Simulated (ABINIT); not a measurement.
# Nd (Im-3m) in ABINIT: notebook

The runs below take Nd through single point, with r2SCAN.

Everything below comes from runs of ABINIT 10.8.3 (patched build). Logs are shortened: lines on timing, memory, paths and dates and some standing lists are left out, and cuts for length are marked. The log counts tension as positive stress, the text compression.

### Step 1. The crystal as given

Symmetry: Im-3m, No. 229, cubic system. Conventional cell: a = 4.151 Å, b = 4.151 Å, c = 4.151 Å, α = 90.00°, β = 90.00°, γ = 90.00°. Around Nd (site symmetry m-3m) lie 8 Nd at 3.59 Å.

This isn't the form of Nd at room conditions, which is double hcp.

### Step 2. Single point, r2SCAN, collinear spin, ferromagnetic start

The input, run.abi:

```
pp_dirpath "./"
pseudos "Nd.GGA_PBE-ansatz.xml"

acell 6.7932243967 6.7932243967 6.7932243967
rprim
    -0.5773502692     0.5773502692     0.5773502692
     0.5773502692    -0.5773502692     0.5773502692
     0.5773502692     0.5773502692    -0.5773502692
ntypat 1
znucl 60
natom 1
typat 1
xcart
     0.0000000000     0.0000000000     0.0000000000

ecut 489.804952 eV
pawecutdg 36.0

kptopt 1
ngkpt 9 9 9
nshiftk 1
shiftk 0.0 0.0 0.0

ixc -497498
usekden 1
pawxcdev 0

nband 15
occopt 3
tsmear 0.05 eV

nsppol 2
spinat
     0.0000000000     0.0000000000     3.0000000000

nstep 100
tolvrs 1.0e-7

iomode 3
prtwf 0
prtden 0
prteig 0
prtebands 0
```

Potentials or basis: Ansatz PAW PBE default generated set, frozen core.

Command:

```bash
mpirun --bind-to none -np 4 abinit run.abi > log 2>&1
```

run.abo:

```text
[... set-up lines left out ...]
 ETOT  1  -29.490053008812    -2.949E+01 1.856E+00 9.976E+01 1.877E+00 1.877E+00
 ETOT  2  -30.734327587119    -1.244E+00 4.709E-01 1.089E+03 4.101E+00 5.977E+00
 ETOT  3  -30.041447453094     6.929E-01 1.345E+00 8.198E+02 3.350E-02 5.944E+00
 ETOT  4  -29.418606092237     6.228E-01 9.040E-01 4.442E+02 4.750E+00 1.194E+00
 ETOT  5  -29.434749433380    -1.614E-02 4.203E-01 4.526E+02 3.060E-01 8.877E-01
 ETOT  6  -29.444708439001    -9.959E-03 6.741E-01 4.953E+02 4.928E+00 5.816E+00
 ETOT  7  -29.309119455710     1.356E-01 6.951E-02 1.285E+02 1.083E+00 4.733E+00
 ETOT  8  -29.313788516094    -4.669E-03 6.292E-02 1.378E+02 3.333E-02 4.766E+00
 ETOT  9  -29.300613551513     1.317E-02 3.768E-02 5.983E+01 5.147E-01 4.252E+00
 ETOT 10  -29.286620151882     1.399E-02 3.105E-02 2.750E+01 3.572E-01 3.895E+00
[... 15 lines left out ...]
 ETOT 26  -29.313179074902    -6.709E-04 4.938E-02 5.852E-01 2.229E-01 3.858E+00
 ETOT 27  -29.313166944670     1.213E-05 1.655E-02 2.745E-01 2.331E-02 3.882E+00
 ETOT 28  -29.313093066197     7.388E-05 1.272E-02 3.056E-03 3.654E-02 3.918E+00
 ETOT 29  -29.313108655764    -1.559E-05 2.412E-03 1.255E-03 6.857E-03 3.925E+00
 ETOT 30  -29.313111053274    -2.398E-06 4.102E-03 7.746E-03 1.626E-02 3.941E+00
 ETOT 31  -29.313108215502     2.838E-06 5.420E-03 4.924E-05 7.766E-03 3.933E+00
 ETOT 32  -29.313109366558    -1.151E-06 1.176E-03 4.148E-04 2.740E-04 3.934E+00
 ETOT 33  -29.313109386288    -1.973E-08 1.509E-03 9.063E-05 1.299E-03 3.932E+00
 ETOT 34  -29.313109386909    -6.218E-10 5.604E-04 4.549E-06 1.410E-03 3.931E+00
 ETOT 35  -29.313109392569    -5.659E-09 4.084E-04 5.287E-08 7.094E-06 3.931E+00

 At SCF step   35       nres2   =  5.29E-08 < tolvrs=  1.00E-07 =>converged.

Result for kinetic energy density :

--------------------------------------------------------------------------------
 Total kinetic energy density [Ha/Bohr^3]
)     Maximum=    1.4246E+00  at reduced coord.    0.0000    0.0000    0.0000
)     Minimum=    1.9953E-03  at reduced coord.    0.7500    0.5000    0.2500
   Integrated=    1.2998E+01
 Spin up density      [Ha/Bohr^3]
)     Maximum=    7.4823E-01  at reduced coord.    0.0000    0.0000    0.0000
)     Minimum=    1.5610E-03  at reduced coord.    0.7500    0.5000    0.2500
   Integrated=    7.8509E+00
 Spin down density    [Ha/Bohr^3]
)     Maximum=    6.7635E-01  at reduced coord.    0.0000    0.0000    0.0000
)     Minimum=    4.3434E-04  at reduced coord.    0.7500    0.5000    0.2500
   Integrated=    5.1468E+00
 Magnetization (spin up - spin down) [Ha/Bohr^3]
)     Maximum=    1.0791E-01  at reduced coord.    0.8000    0.9000    0.9000
)     Minimum=    1.1266E-03  at reduced coord.    0.7500    0.5000    0.2500
   Integrated=    2.7041E+00
 Relative magnetization (=zeta, between -1 and 1)
)     Maximum=    5.6464E-01  at reduced coord.    0.2500    0.5000    0.7500
)     Minimum=    5.0235E-02  at reduced coord.    0.0250    0.0000    0.0000
--------------------------------------------------------------------------------

 Cartesian components of stress tensor (hartree/bohr^3)
  sigma(1 1)= -6.77376505E-05  sigma(3 2)=  0.00000000E+00
  sigma(2 2)= -6.77376505E-05  sigma(3 1)=  0.00000000E+00
  sigma(3 3)= -6.77376505E-05  sigma(2 1)=  0.00000000E+00

--- !ResultsGS
iteration_state: {dtset: 1, }
comment   : Summary of ground state results
lattice_vectors:
- [ -3.9220699,   3.9220699,   3.9220699, ]
- [  3.9220699,  -3.9220699,   3.9220699, ]
[... 47 lines left out ...]
 cartesian forces (eV/Angstrom) at end:
    1     -0.00000000000000    -0.00000000000000    -0.00000000000000
 frms,max,avg= 0.0000000E+00 0.0000000E+00   0.000E+00  0.000E+00  0.000E+00 e/A
 length scales=  6.793224396700  6.793224396700  6.793224396700 bohr
              =  3.594819536845  3.594819536845  3.594819536845 angstroms
 Fermi (or HOMO) energy (hartree) =   0.18901   Average Vxc (hartree)=  -0.37577
 Magnetization (Bohr magneton)=  4.99059234E+00
 Total spin up =  9.49529617E+00   Total spin down =  4.50470383E+00
 Eigenvalues (hartree) for nkpt=  35  k points, SPIN UP:
 kpt#   1, nband= 15, wtk=  0.00137, kpt=  0.0000  0.0000  0.0000 (reduced coord)
  -1.22563   -0.50220   -0.50220   -0.50220    0.00942    0.16281    0.18897    0.18897
   0.18897    0.24426    0.24426    0.24426    0.24599    0.24599    0.24599
      occupation numbers for kpt#   1
   1.00000    1.00000    1.00000    1.00000    1.00000    1.00000    0.50643    0.50643
   0.50643    0.00000    0.00000    0.00000    0.00000    0.00000    0.00000
 prteigrs : prtvol=0 or 1, do not print more k-points.

 Eigenvalues (hartree) for nkpt=  35  k points, SPIN DOWN:
 kpt#   1, nband= 15, wtk=  0.00137, kpt=  0.0000  0.0000  0.0000 (reduced coord)
  -1.15029   -0.44052   -0.44052   -0.44052    0.09772    0.29731    0.29731    0.29731
   0.29746    0.29746    0.29746    0.35042    0.35042    0.35042    0.36259
      occupation numbers for kpt#   1
   1.00000    1.00000    1.00000    1.00000    1.00000    0.00000    0.00000    0.00000
   0.00000    0.00000    0.00000    0.00000    0.00000    0.00000    0.00000
 prteigrs : prtvol=0 or 1, do not print more k-points.

--- !EnergyTerms
iteration_state     : {dtset: 1, }
comment             : Components of total free energy in Hartree
kinetic             :  1.29977504801939E+01
hartree             :  1.15466450840217E+01
xc                  : -7.84840081964257E+00
Ewald energy        : -4.54664098343377E+01
psp_core            :  3.32135813513687E+00
local_psp           : -3.24041161427587E+01
PAW spherical_terms :  2.85417118477098E+01
internal            : -2.93114612496766E+01
'-kT*entropy'       : -1.64637199782020E-03
total_energy        : -2.93131076216744E+01
total_energy_eV     : -7.97650293563392E+02
...

--- !EnergyTermsDC
iteration_state     : {dtset: 1, }
comment             : '"Double-counting" decomposition of free energy'
band_energy         : -4.33109511858371E+00
Ewald energy        : -4.54664098343377E+01
psp_core            :  3.32135813513687E+00
xc_dc               : -1.01645513536853E+01
PAW spherical_terms :  2.73292351508991E+01
internal            : -2.93114630205708E+01
'-kT*entropy'       : -1.64637199782020E-03
total_energy_dc     : -2.93131093925686E+01
total_energy_dc_eV  : -7.97650341751877E+02
...

--- !EnergyTermsWithPAWCore
iteration_state     : {dtset: 1, }
comment             : 'Components of total free energy, including PAW core contributions'
Total energy        : -9.15606266613546E+03
Total energy DC     : -9.15606266790636E+03
Total energy (eV)   : -2.49149157700619E+05
Total energy DC (eV): -2.49149157748807E+05
...

 Cartesian components of stress tensor (hartree/bohr^3)
  sigma(1 1)= -6.77376505E-05  sigma(3 2)=  0.00000000E+00
  sigma(2 2)= -6.77376505E-05  sigma(3 1)=  0.00000000E+00
  sigma(3 3)= -6.77376505E-05  sigma(2 1)=  0.00000000E+00

-Cartesian components of stress tensor (GPa)         [Pressure=  1.9929E+00 GPa]
- sigma(1 1)= -1.99291048E+00  sigma(3 2)=  0.00000000E+00
- sigma(2 2)= -1.99291048E+00  sigma(3 1)=  0.00000000E+00
- sigma(3 3)= -1.99291048E+00  sigma(2 1)=  0.00000000E+00

== END DATASET(S) ==============================================================
================================================================================

 -outvars: echo values of variables after computation  --------
            acell      6.7932243967E+00  6.7932243967E+00  6.7932243967E+00 Bohr
           etotal     -2.9313109393E+01
            fcart     -0.0000000000E+00 -0.0000000000E+00 -0.0000000000E+00
            rprim     -5.7735026920E-01  5.7735026920E-01  5.7735026920E-01
                       5.7735026920E-01 -5.7735026920E-01  5.7735026920E-01
                       5.7735026920E-01  5.7735026920E-01 -5.7735026920E-01
           strten     -6.7737650464E-05 -6.7737650464E-05 -6.7737650464E-05
                       0.0000000000E+00  0.0000000000E+00  0.0000000000E+00
 Calculation completed.
```

Wall time 4.8 min (4 MPI ranks of Arm Neoverse V2, shared host); peak memory 1.4 GiB.

What came out:

- Free energy: -797.6503 eV
- Pressure: 2.0 GPa
- Band gap on the k mesh: none (metal or under the smearing width)
- Net moment: 4.99 μB per cell
- Site moments: Nd +3.93 μB
- Valence electrons inside the program's atomic spheres: Nd 11.62 (radii [1.396] Å)

Levels at points of the mesh, in eV from the Fermi level:
Spin up:
| k point | band 6 | band 7 | band 8 | band 9 | band 10 | band 11 | band 12 | band 13 | band 14 | band 15 |
| --- | --- | --- | --- | --- | --- | --- | --- | --- | --- | --- |
| (0.00, 0.00, 0.00) | -0.71 | 0.00 | 0.00 | 0.00 | 1.50 | 1.50 | 1.50 | 1.55 | 1.55 | 1.55 |
Spin down:
```tsv
k point	band 3	band 4	band 5	band 6	band 7	band 8
(0.00, 0.00, 0.00)	-17.13	-17.13	-2.48	2.95	2.95	2.95
```

Caveat: the magnetic or orbital state may not be the lowest; totals of a meta-GGA on PAW files have another zero than those of a GGA; the PAW data sets were made with another functional, which shifts forces and pressure a little; spin-orbit coupling is left out, which moves the levels of the heavy elements. The state reached can hang on the start; a lower one may exist.

### Step 3. Single point, r2SCAN, collinear spin, ferromagnetic start

Changes to run.abi since step 2:

```diff
@@ -1,3 +1,3 @@
 pp_dirpath "./"
-pseudos "Nd.GGA_PBE-ansatz.xml"
+pseudos "Nd.GGA_PBE-JTH.xml"
 
@@ -15,4 +15,4 @@
 
-ecut 489.804952 eV
-pawecutdg 36.0
+ecut 653.073270 eV
+pawecutdg 46.0
```

Potentials or basis: JTH PAW PBE v2.0.

Command:

```bash
mpirun --bind-to none -np 4 abinit run.abi > log 2>&1
```

Run time: 2.6 min. Hardware: 4 MPI ranks of Arm Neoverse V2, shared host; peak memory 0.72 GiB.

Results (log left out):

```yaml
Free_energy: -797.7200 eV
Pressure: 0.4 GPa
Band_gap_on_the_k_mesh: none (metal or under the smearing width)
Net_moment: 3.96 μB per cell
Site_moments: Nd +3.42 μB
Valence_electrons_inside_the_program's_atomic_spheres: Nd 11.24 (radii [1.3267] Å)
```

Levels at points of the mesh, in eV from the Fermi level:
Spin up:
```
           k point  band 5  band 6  band 7  band 8  band 9  band 10  band 11  band 12  band 13  band 14
(0.00, 0.00, 0.00)   -4.50   -2.12   -2.12   -2.12    0.38     0.38     0.38     1.41     1.48     1.48
```
Spin down:
| k point | band 3 | band 4 | band 5 | band 6 | band 7 | band 8 |
| --- | --- | --- | --- | --- | --- | --- |
| (0.00, 0.00, 0.00) | -17.99 | -17.99 | -3.37 | 2.15 | 2.15 | 2.15 |

Caveat: the magnetic or orbital state may not be the lowest; totals of a meta-GGA on PAW files have another zero than those of a GGA; the PAW data sets were made with another functional, which shifts forces and pressure a little; spin-orbit coupling is left out, which moves the levels of the heavy elements. The state reached can hang on the start; a lower one may exist.
